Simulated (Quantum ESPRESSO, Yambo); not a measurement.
# Excitons of BN (P6_3/mmc): kernels and approximations, part 4 of 5

How far does the k mesh set the exciton binding of BN (P6_3/mmc)?

Quantum ESPRESSO 7.5 and Yambo 5.3.0; PBE and many-body steps on it, plane waves. Known limits of the many-body steps: not at the basis limit; coarse k mesh; bindings not settled in the k mesh.

So far. Step 16 (Triplet (no exchange term)): The lowest triplet lies at 5.049 eV; without spin-orbit coupling triplets are dark, so no spectrum is read. Step 17 (Empty states on the mesh, 12×12×4 mesh, 16 bands): On this mesh the gap is 4.314 eV.

## (19) k mesh (12×12×4)

This step: Bethe-Salpeter equation on PBE with a scissors shift, plane waves, norm-conserving pseudopotentials.

bse12.in reads:

```
optics
bss
bse
em1s
dipoles
rim_cut
RandQpts= 1000000
RandGvec= 1 RL
Chimod= "HARTREE"
BSKmod= "SEX"
BSEmod= "resonant"
BSSmod= "d"
BSENGexx= 20 Ry
BSENGBlk= 4 Ry
% BSEQptR
 1 | 1 |
%
% BSEBands
 6 | 10 |
%
% BEnRange
 0 | 8 | eV
%
% BDmRange
 0.1 | 0.1 | eV
%
BEnSteps= 161
% BLongDir
 1 | 0 | 0 |
%
% BndsRnXs
 1 | 16 |
%
NGsBlkXs= 4 Ry
% LongDrXs
 1 | 1 | 1 |
%
% KfnQP_E
 1.45 | 1.0 | 1.0 |
%
WRbsWF
FFTGvecs= 32 Ry
```

The run is started by

```bash
OMP_NUM_THREADS=1 mpirun -n 4 yambo -F bse12.in -J bse12 -C bse12 > bse12.log
```

Log:

```text
 Yambo, version 5.3.0

 [02] CORE Variables Setup
 =========================

  [... cell, symmetries and grids as in the set-up ...]

  [02.05] Energies & Occupations
  ==============================

  [X] === General ===
  [X] Electronic Temperature                        :  0.000000  0.000000 [eV K]
  [X] Bosonic    Temperature                        :  0.000000  0.000000 [eV K]
  [X] Finite Temperature mode                       : no
  [X] El. density                                   :  0.44236E+24 [cm-3]
[...]
[08.01.04] Independent Particles properties @q1
   ===============================================

   ==========================================================

   [BSE] Exchange components :   373
   [BSE] Correlation components :    51   427

    [08.01.05.01] Screened interaction header I/O
    =============================================

    [08.01.05.02] Main kernel loop
    ==============================

    [08.01.05.03] Wave-Function Phases
    ==================================

    [BSE] WF phases found       :  72.85024 [o/o]

   [08.01.06] BSE solver(s) @q1
   ============================

   [08.01.07] Diago Solver @q1
   ===========================

 [11] Game Over & Game summary
```

Elapsed: 3.3 min, on 4 MPI ranks of Arm Neoverse V1, shared host; peak memory 2 GiB.

This step gave:

```
transitions in the window                                      : 3456
direct gap of the transition levels                            : 6.120 eV
lowest state                                                   : 5.172 eV
first strong exciton (over a fiftieth of the strongest listed) : 5.222 eV
binding of the lowest state below the direct gap               : 0.9472 eV
Coulomb term of one mesh cell                                  : 0.3971 eV
```

The lowest state lies at 5.172 eV, 0.947 eV under the direct gap.

The window of bands is narrower than in the first exciton run, so this row is not like for like with it.

The program warns that the window of bands cuts a degenerate level, which breaks the symmetry of states and spectrum.

## (20) Triplet (no exchange term)

bse13.in, as its differences from bse12.in of step 19:

```diff
@@ -12,3 +12,3 @@
 BSSmod= "d"
-BSENGexx= 20 Ry
+BSENGexx= 1 RL
 BSENGBlk= 4 Ry
```

The run is started by

```bash
OMP_NUM_THREADS=1 mpirun -n 4 yambo -F bse13.in -J bse13,bse12_W -C bse13 > bse13.log
```

Log:

```text
 Yambo, version 5.3.0

 [02] CORE Variables Setup
 =========================

  [... cell, symmetries and grids as in the set-up ...]

  [02.05] Energies & Occupations
  ==============================

  [X] === General ===
  [X] Electronic Temperature                        :  0.000000  0.000000 [eV K]
  [X] Bosonic    Temperature                        :  0.000000  0.000000 [eV K]
  [X] Finite Temperature mode                       : no
  [X] El. density                                   :  0.44236E+24 [cm-3]
[...]
[06] Dipoles
 ============

  [06.01] Setup: observables and procedures
  =========================================

  [WARNING] [r,Vnl^pseudo] included in position and velocity dipoles.

  [WARNING] In case H contains other non local terms, these are neglected

 [07] Static Dielectric Matrix
 =============================

    [08.01.05.02] Main kernel loop
    ==============================

    [08.01.05.03] Wave-Function Phases
    ==================================

    [BSE] WF phases found       :  72.85024 [o/o]

   [08.01.06] BSE solver(s) @q1
   ============================

   [08.01.07] Diago Solver @q1
   ===========================

 [11] Game Over & Game summary
```

The job ended after 2.7 min (4 MPI ranks; peak memory 1.9 GiB; 11 min of CPU time).

The lowest triplet lies at 5.075 eV; without spin-orbit coupling triplets are dark, so no spectrum is read.

The program warns that the window of bands cuts a degenerate level, which breaks the symmetry of states and spectrum.

## (21) Empty states on the mesh, 12×12×6 mesh, 16 bands

This step: Quantum ESPRESSO 7.5; DFT, PBE, plane waves, norm-conserving pseudopotentials.

pw.in reads:

```
&control
  calculation = 'nscf'
  prefix = 'x'
  outdir = 'o'
  pseudo_dir = 'pseudo'
/
&system
  ibrav = 0
  nat = 4
  ntyp = 2
  ecutwfc = 72.0
  nbnd = 16
  force_symmorphic = .true.
/
&electrons
  conv_thr = 1e-9
  electron_maxstep = 80
  diago_full_acc = .true.
  diago_thr_init = 5e-6
/
ATOMIC_SPECIES
  B 10.81 B.upf
  N 14.007 N.upf
CELL_PARAMETERS angstrom
  2.5039900000 0.0000000000 0.0000000000
  -1.2519950000 2.1685189508 0.0000000000
  0.0000000000 0.0000000000 6.6612000000
ATOMIC_POSITIONS crystal
  B 0.3333333333 0.6666666667 0.2500000000
  B 0.6666666667 0.3333333333 0.7500000000
  N 0.3333333333 0.6666666667 0.7500000000
  N 0.6666666667 0.3333333333 0.2500000000
K_POINTS automatic
  12 12 6 0 0 0
```

The run is started by

```bash
OMP_NUM_THREADS=1 mpirun -n 4 pw.x -nk 4 -in pw.in > pw.out
```

Log:

```text
[banner, memory and clock lines left out]
Program PWSCF v.7.5 starts

     Atomic positions and unit cell read from directory:
     o/x.save/

     Message from routine setup:
     using ibrav=0 with symmetry is DISCOURAGED, use correct ibrav instead

     G-vector sticks info

     bravais-lattice index     =            0
     lattice parameter (alat)  =       4.7319  a.u.
     unit-cell volume          =     244.0871 (a.u.)^3
     number of atoms/cell      =            4
     number of atomic types    =            2
     number of electrons       =        16.00
[...]
4        N      tau(   4) = (   0.5000000   0.2886751   0.6650586  )

     number of k points=   100

     Number of k-points >= 100: set verbosity='high' to print them.

     Dense  grid:    20149 G-vectors     FFT dimensions: (  25,  25,  72)

     The potential is recalculated from file :
     o/x.save/charge-density

     Starting wfcs are   16 randomized atomic wfcs

     Band Structure Calculation

     End of band structure calculation

     Number of k-points >= 100: set verbosity='high' to print the bands.

     highest occupied, lowest unoccupied level (ev):     4.6985    9.0127

     XML data file, pseudopotentials, collected wavefunctions
```

Elapsed: 6.4 s, on 4 MPI ranks; peak memory 0.19 GiB; 25 s of CPU time.

Numbers from this step:

```yaml
gap: 4.314 eV
k_of_the_valence_top: 0.3333, 0.3333, -0.5
k_of_the_conduction_bottom: 0, -0.5, 0
least_direct_gap: 4.670 eV
k_points_computed: 100
lowest_point_of_the_top_converged_band_above_the_valence_top: 12.62 eV
```

On this mesh the gap is 4.314 eV.

## (22) Conversion and set-up

This step: Yambo 5.3.0; conversion and set-up on PBE, plane waves, norm-conserving pseudopotentials.

The run is started by

```bash
(cd o/x.save; p2y > p2y.log; mv SAVE ../..); yambo > setup.log
```

Log:

```text
 Yambo, version 5.3.0

 [02] CORE Variables Setup
 =========================

  [02.01] Unit cells
  ==================

  Cell kind             :  HCP
  Atoms in the cell     :  B  N
  number of B  atoms    :  2
  number of N  atoms    :  2

  List of atomic masses
  Mass of B     :  10.81000
  Mass of N     :  14.00700

  List of atomic coordinates    : [cc]
  B1       : -0.23659E-09   2.7319       3.1470      order 1
  B2       :  2.365928  1.365969  9.440883  order 2
  N1       : -0.23659E-09   2.7319       9.4409      order 3
[...]
BZ  Q-points                                      :   864

 K/Q-points units:
 rlu = crystal or reduced units; cc = cartesian coordinates; iku = interal k-units

 Q [  1]        [rlu]:  0.000000  0.000000  0.000000
 Q [  2]        [rlu]:  0.000000  0.000000  0.166667
 Q [  3]        [rlu]:  0.000000  0.000000  0.333333
[...]
[... 38 further rows ...]
 Q [ 49]        [rlu]:  0.166667  0.166667  0.000000
 Q [ 50]        [rlu]:  0.166667  0.166667  0.166667

 Remaining 50 points informations can be written running with -fatlog

  [03.01] X indexes
  =================

   [03.01.01] Sigma indexes
   ========================

 [06] Game Over & Game summary
```

It took 3.8 s on 1 MPI rank; peak memory 0.27 GiB.

## (23) k mesh (12×12×6)

This step: Bethe-Salpeter equation on PBE with a scissors shift, plane waves, norm-conserving pseudopotentials.

bse15.in, as its differences from bse13.in of step 20:

```diff
@@ -12,3 +12,3 @@
 BSSmod= "d"
-BSENGexx= 1 RL
+BSENGexx= 20 Ry
 BSENGBlk= 4 Ry
@@ -18,3 +18,3 @@
 % BSEBands
- 6 | 10 |
+ 7 | 10 |
 %
```

The run is started by

```bash
OMP_NUM_THREADS=1 mpirun -n 4 yambo -F bse15.in -J bse15 -C bse15 > bse15.log
```

Log:

```text
 Yambo, version 5.3.0

 [02] CORE Variables Setup
 =========================

  [... cell, symmetries and grids as in the set-up ...]

  [02.05] Energies & Occupations
  ==============================

  [X] === General ===
  [X] Electronic Temperature                        :  0.000000  0.000000 [eV K]
  [X] Bosonic    Temperature                        :  0.000000  0.000000 [eV K]
  [X] Finite Temperature mode                       : no
  [X] El. density                                   :  0.44236E+24 [cm-3]
[...]
[08.01.04] Independent Particles properties @q1
   ===============================================

   ==========================================================

   [BSE] Exchange components :   373
   [BSE] Correlation components :    51   427

    [08.01.05.01] Screened interaction header I/O
    =============================================

    [08.01.05.02] Main kernel loop
    ==============================

    [08.01.05.03] Wave-Function Phases
    ==================================

    [BSE] WF phases found       :  75.91667 [o/o]

   [08.01.06] BSE solver(s) @q1
   ============================

   [08.01.07] Diago Solver @q1
   ===========================

 [11] Game Over & Game summary
```

Run time: 3.8 min. Hardware: 4 MPI ranks; peak memory 2.1 GiB.

This step gave:

| Item | Value |
| --- | --- |
| transitions in the window | 3456 |
| direct gap of the transition levels | 6.120 eV |
| lowest state | 5.143 eV |
| first strong exciton (over a fiftieth of the strongest listed) | 5.193 eV |
| binding of the lowest state below the direct gap | 0.9761 eV |
| Coulomb term of one mesh cell | 0.3469 eV |

The lowest state lies at 5.143 eV, 0.976 eV under the direct gap.

The ε₂ has structure finer than the step of the table below, so its rows give means over 0.25 eV, whole bins alone (the curve runs from 0 to 8 eV). Peaks (eV: height): BSE 5.200: 42.6, 5.950: 10.7; no electron-hole interaction 6.900: 11.2, 7.500: 13.1.

Field along x; broadening 0.1 eV; transition window only. Limits: finite bands, cutoff and mesh. ε₂ against photon energy; means over each step:

```tsv
photon energy (eV)	BSE	no electron-hole interaction
0.25	0.0248	0.0136
0.50	0.0274	0.0146
0.75	0.0304	0.0158
1.00	0.0339	0.0171
1.25	0.0381	0.0185
1.50	0.0431	0.0202
1.75	0.0491	0.0221
2.00	0.0566	0.0243
2.25	0.0660	0.0268
2.50	0.0780	0.0298
2.75	0.0936	0.0333
3.00	0.115	0.0374
3.25	0.144	0.0425
3.50	0.186	0.0487
3.75	0.251	0.0564
4.00	0.358	0.0662
4.25	0.558	0.0790
4.50	1.00	0.0962
4.75	2.40	0.120
5.00	12.0	0.156
5.25	28.0	0.212
5.50	6.52	0.314
5.75	8.40	0.553
6.00	8.48	1.61
6.25	4.23	4.95
6.50	2.73	5.64
6.75	1.70	9.94
7.00	1.20	10.3
7.25	0.796	8.46
7.50	0.873	11.6
7.75	0.819	5.53
```

The window of bands is narrower than in the first exciton run, so this row is not like for like with it.

The program warns that the window of bands cuts a degenerate level, which breaks the symmetry of states and spectrum.

## (24) Triplet (no exchange term)

bse16.in, as its differences from bse15.in of step 23:

```diff
@@ -12,3 +12,3 @@
 BSSmod= "d"
-BSENGexx= 20 Ry
+BSENGexx= 1 RL
 BSENGBlk= 4 Ry
```

The run is started by

```bash
OMP_NUM_THREADS=1 mpirun -n 4 yambo -F bse16.in -J bse16,bse15_W -C bse16 > bse16.log
```

Log:

```text
 Yambo, version 5.3.0

 [02] CORE Variables Setup
 =========================

  [... cell, symmetries and grids as in the set-up ...]

  [02.05] Energies & Occupations
  ==============================

  [X] === General ===
  [X] Electronic Temperature                        :  0.000000  0.000000 [eV K]
  [X] Bosonic    Temperature                        :  0.000000  0.000000 [eV K]
  [X] Finite Temperature mode                       : no
  [X] El. density                                   :  0.44236E+24 [cm-3]
[...]
[06] Dipoles
 ============

  [06.01] Setup: observables and procedures
  =========================================

  [WARNING] [r,Vnl^pseudo] included in position and velocity dipoles.

  [WARNING] In case H contains other non local terms, these are neglected

 [07] Static Dielectric Matrix
 =============================

    [08.01.05.02] Main kernel loop
    ==============================

    [08.01.05.03] Wave-Function Phases
    ==================================

    [BSE] WF phases found       :  75.91667 [o/o]

   [08.01.06] BSE solver(s) @q1
   ============================

   [08.01.07] Diago Solver @q1
   ===========================

 [11] Game Over & Game summary
```

Wall time 2.8 min (4 MPI ranks); peak memory 2 GiB; 11 min of CPU time.

The lowest triplet lies at 5.047 eV; without spin-orbit coupling triplets are dark, so no spectrum is read.

The program warns that the window of bands cuts a degenerate level, which breaks the symmetry of states and spectrum.

## (25) Empty states on the mesh, 15×15×6 mesh, 16 bands

This step: Quantum ESPRESSO 7.5; DFT, PBE, plane waves, norm-conserving pseudopotentials.

Edit pw.in of step 21 so:

```diff
@@ -33,2 +33,2 @@
 K_POINTS automatic
-  12 12 6 0 0 0
+  15 15 6 0 0 0
```

The run is started by

```bash
OMP_NUM_THREADS=1 mpirun -n 4 pw.x -nk 4 -in pw.in > pw.out
```

Log:

```text
[banner, memory and clock lines left out]
Program PWSCF v.7.5 starts

     Atomic positions and unit cell read from directory:
     o/x.save/

     Message from routine setup:
     using ibrav=0 with symmetry is DISCOURAGED, use correct ibrav instead

     G-vector sticks info

     bravais-lattice index     =            0
     lattice parameter (alat)  =       4.7319  a.u.
     unit-cell volume          =     244.0871 (a.u.)^3
     number of atoms/cell      =            4
     number of atomic types    =            2
     number of electrons       =        16.00
[...]
4        N      tau(   4) = (   0.5000000   0.2886751   0.6650586  )

     number of k points=   146

     Number of k-points >= 100: set verbosity='high' to print them.

     Dense  grid:    20149 G-vectors     FFT dimensions: (  25,  25,  72)

     The potential is recalculated from file :
     o/x.save/charge-density

     Starting wfcs are   16 randomized atomic wfcs

     Band Structure Calculation

     End of band structure calculation

     Number of k-points >= 100: set verbosity='high' to print the bands.

     highest occupied, lowest unoccupied level (ev):     4.7243    9.0565

     XML data file, pseudopotentials, collected wavefunctions
```

The job ended after 8.6 s (4 MPI ranks; peak memory 0.2 GiB; 34 s of CPU time).

Numbers from this step:

```yaml
gap: 4.332 eV
k_of_the_valence_top: 0.2667, 0.3333, 0
k_of_the_conduction_bottom: 0.0667, 0.4667, 0
least_direct_gap: 4.670 eV
k_points_computed: 146
lowest_point_of_the_top_converged_band_above_the_valence_top: 12.65 eV
```

On this mesh the gap is 4.332 eV.

## (26) Conversion and set-up

This step: Yambo 5.3.0; conversion and set-up on PBE, plane waves, norm-conserving pseudopotentials.

The run is started by

```bash
(cd o/x.save; p2y > p2y.log; mv SAVE ../..); yambo > setup.log
```

Log:

```text
 Yambo, version 5.3.0

 [02] CORE Variables Setup
 =========================

  [02.01] Unit cells
  ==================

  Cell kind             :  HCP
  Atoms in the cell     :  B  N
  number of B  atoms    :  2
  number of N  atoms    :  2

  List of atomic masses
  Mass of B     :  10.81000
  Mass of N     :  14.00700

  List of atomic coordinates    : [cc]
  B1       : -0.23659E-09   2.7319       3.1470      order 1
  B2       :  2.365928  1.365969  9.440883  order 2
  N1       : -0.23659E-09   2.7319       9.4409      order 3
[...]
BZ  Q-points                                      :  1350

 K/Q-points units:
 rlu = crystal or reduced units; cc = cartesian coordinates; iku = interal k-units

 Q [  1]        [rlu]:  0.000000  0.000000  0.000000
 Q [  2]        [rlu]:  0.000000  0.000000  0.166667
 Q [  3]        [rlu]:  0.000000  0.000000  0.333333
[...]
[... 38 further rows ...]
 Q [ 49]        [rlu]:  0.066667  0.333333  0.000000
 Q [ 50]        [rlu]:  0.066667  0.333333  0.166667

 Remaining 96 points informations can be written running with -fatlog

  [03.01] X indexes
  =================

   [03.01.01] Sigma indexes
   ========================

 [06] Game Over & Game summary
```

Elapsed: 4.6 s, on 1 MPI rank; peak memory 0.28 GiB.

## (27) k mesh (15×15×6)

This step: Bethe-Salpeter equation on PBE with a scissors shift, plane waves, norm-conserving pseudopotentials.

bse18.in, as its differences from bse16.in of step 24:

```diff
@@ -12,3 +12,3 @@
 BSSmod= "d"
-BSENGexx= 1 RL
+BSENGexx= 20 Ry
 BSENGBlk= 4 Ry
```

The run is started by

```bash
OMP_NUM_THREADS=1 mpirun -n 4 yambo -F bse18.in -J bse18 -C bse18 > bse18.log
```

Log:

```text
 Yambo, version 5.3.0

 [02] CORE Variables Setup
 =========================

  [... cell, symmetries and grids as in the set-up ...]

  [02.05] Energies & Occupations
  ==============================

  [X] === General ===
  [X] Electronic Temperature                        :  0.000000  0.000000 [eV K]
  [X] Bosonic    Temperature                        :  0.000000  0.000000 [eV K]
  [X] Finite Temperature mode                       : no
  [X] El. density                                   :  0.44236E+24 [cm-3]
[...]
[08.01.04] Independent Particles properties @q1
   ===============================================

   ==========================================================

   [BSE] Exchange components :   373
   [BSE] Correlation components :    51   427

    [08.01.05.01] Screened interaction header I/O
    =============================================

    [08.01.05.02] Main kernel loop
    ==============================

    [08.01.05.03] Wave-Function Phases
    ==================================

    [BSE] WF phases found       :  80.29395 [o/o]

   [08.01.06] BSE solver(s) @q1
   ============================

   [08.01.07] Diago Solver @q1
   ===========================

 [11] Game Over & Game summary
```

It took 12 min on 4 MPI ranks; peak memory 3.4 GiB.

Numbers from this step:

| Quantity | Value |
| --- | --- |
| transitions in the window | 5400 |
| direct gap of the transition levels | 6.120 eV |
| lowest state | 5.159 eV |
| first strong exciton (over a fiftieth of the strongest listed) | 5.209 eV |
| binding of the lowest state below the direct gap | 0.9608 eV |
| Coulomb term of one mesh cell | 0.2989 eV |

The lowest state lies at 5.159 eV, 0.961 eV under the direct gap.

The window of bands is narrower than in the first exciton run, so this row is not like for like with it.

The program warns that the window of bands cuts a degenerate level, which breaks the symmetry of states and spectrum.

(Continued in part 5 of 5.)

[Paths, hosts, dates, memory and timing lines, banners, echoed tables and standing remarks are left out of the program output.]

[Logs are printed without paths, hosts, clocks, repeated set-up lines and the standing remarks that a program may print on its own settings, such as how far it seeks lower states.]

[Runs of the session that timed out or met a known fault of the program may be left out.]

[Hosts, paths, dates, database ids (printed as entryN), source tags and the programs' standing remarks are cut or masked in the printed files.]
